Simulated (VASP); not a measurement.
Set up this calculation in VASP 6.6.1, as the native input.

* Task: evGW0 quasiparticle levels
* Functional: PBEsol
* Potentials or basis: VASP PAW PBE potentials, release 64 (Ge_d_GW)
* Cutoff: 500 eV
* k mesh: 4 × 4 × 1
* Occupations: gaussian, width 0.01 eV
* Spin: no spin polarisation
* Ladder: free
* GW scheme: evGW0
* GW iterations: 4
* Cutoff of the response function: 120
* Frequency points: 50
* Empty bands: 420
* Further INCAR settings: ALGO = EVGW0; EDIFF = 1e-08; NBANDS = 448

The system is Ge.

```
Ge
1.0
     4.05040    0.00000    0.00000
    -2.02520    3.50775    0.00000
     0.00000    0.00000   10.99336
Ge
4
Direct
  0.66667 0.33333 0.41485
  0.33333 0.66667 0.91485
  0.00000 0.00000 0.47745
  0.00000 0.00000 0.97745
```

This isn't the form of Ge at room conditions, which is diamond.

The input as run:

POSCAR

```
Ge
1.0
    4.0504045371      0.0000000000      0.0000000000
   -2.0252022685      3.5077532247      0.0000000000
    0.0000000000      0.0000000000     10.9933590000
Ge
4
Direct
    0.6666666667      0.3333333333      0.4148480000
    0.3333333333      0.6666666667      0.9148480000
    0.0000000000      0.0000000000      0.4774520000
    0.0000000000      0.0000000000      0.9774520000
```

INCAR.step1

```
SYSTEM = Ge
  ALGO = Fast
  EDIFF = 1E-8
  ENCUT = 500
  GGA = PS
  ISMEAR = 0
  KPAR = 4
  LASPH = .True.
  LCHARG = .False.
  LREAL = .False.
  LWAVE = .True.
  NELM = 80
  PREC = Accurate
  SIGMA = 0.01
```

INCAR.step2

```
SYSTEM = Ge
  ALGO = Exact
  EDIFF = 1E-8
  ENCUT = 500
  GGA = PS
  ISMEAR = 0
  ISTART = 1
  KPAR = 4
  LASPH = .True.
  LCHARG = .False.
  LOPTICS = .True.
  LREAL = .False.
  LWAVE = .True.
  NBANDS = 448
  NELM = 1
  PREC = Accurate
  SIGMA = 0.01
```

INCAR.step3

```
SYSTEM = Ge
  ALGO = EVGW0
  EDIFF = 1E-8
  ENCUT = 500
  ENCUTGW = 120
  GGA = PS
  ISMEAR = 0
  ISTART = 1
  KPAR = 4
  LASPH = .True.
  LCHARG = .False.
  LREAL = .False.
  LWAVE = .False.
  NBANDS = 448
  NBANDSGW = 36
  NELMGW = 4
  NOMEGA = 50
  PREC = Accurate
  PRECFOCK = Fast
  SIGMA = 0.01
```

KPOINTS

```
k-points
0
Gamma
  4 4 1
  0 0 0
```

Potentials or basis: VASP PAW PBE potentials, release 64 (Ge_d_GW).

The run is started by

```bash
$ cat potpaw_PBE.64/Ge_d_GW/POTCAR > POTCAR
$ cp INCAR.step1 INCAR
$ mpirun -np 4 vasp_std > vasp.out
$ cp INCAR.step2 INCAR
$ mpirun -np 4 vasp_std > vasp.out
$ cp INCAR.step3 INCAR
$ mpirun -np 4 vasp_std > vasp.out
```

Results of the run:

```json
{
 "Band gap on the k mesh, mean-field level": "0.78 eV, direct",
 "Quasiparticle gap": "1.46 eV",
 "Least direct quasiparticle gap": "1.77 eV"
}
```

Caveat: the k mesh is coarse (spacing up to 0.57 Å⁻¹), so the values aren't converged; bands, screening cutoff and mesh are small and nothing is extrapolated, so the quasiparticle values aren't converged; an odd mesh through Γ misses points on the zone boundary, where band edges often lie.

Wall time 9.7 min on 4 MPI ranks on Intel(R) Xeon(R) Platinum 8488C (Sapphire Rapids), on a shared host, peak memory 2.2 GiB a rank.
